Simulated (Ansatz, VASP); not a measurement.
**Two plane-wave programs on AlNi**

```
Al Ni
1.0
     2.88100    0.00000    0.00000
     0.00000    2.88100    0.00000
     0.00000    0.00000    2.88100
Al Ni
1 1
Direct
  0.03006 0.03006 0.03006
  0.50000 0.50000 0.50000
```

Change from the starting cell: all Al atoms moved -0.150 Å, as atom 1 towards its neighbour atom 2 (Ni) at 2.495 Å.

Alike in both runs: task single point; functional PBE; k mesh 16 × 16 × 16; occupations gaussian, width 0.15 eV; no spin polarisation.

|  | VASP | Ansatz |
| --- | --- | --- |
| version | VASP 6.6.1 | Ansatz 0.2.0 |
| potentials or method | VASP PAW PBE potentials, release 64 (Al, Ni) | scalar-relativistic, plane waves, PAW |
| plane-wave cutoff (eV) | 520 | 420 |
| valence electrons in the cell | 13 | 21 |

Ansatz gave:

```
gap on the k mesh at the Fermi level (eV)       : none
pressure (GPa)                                  : 3.6
largest component of the traceless stress (GPa) : 1.11
rms of the force components (eV/Å)              : 0.542
```

Task: Estimate VASP's values.

Result: gap on the k mesh at the Fermi level (eV): none; pressure (GPa): 3.5; largest component of the traceless stress (GPa): 1.12; rms of the force components (eV/Å): 0.545.

Atom by atom the forces differ by 0.002 eV/Å (rms over components). A gap of «none» marks a metal or a gap that the smearing closes. The functional is the same, so the differences come from potentials, cutoffs and numerics. The two sets of potentials don't hold the same shells in valence.

Spin polarisation is off, so any magnetic state and its effect on volume and gap are missing.
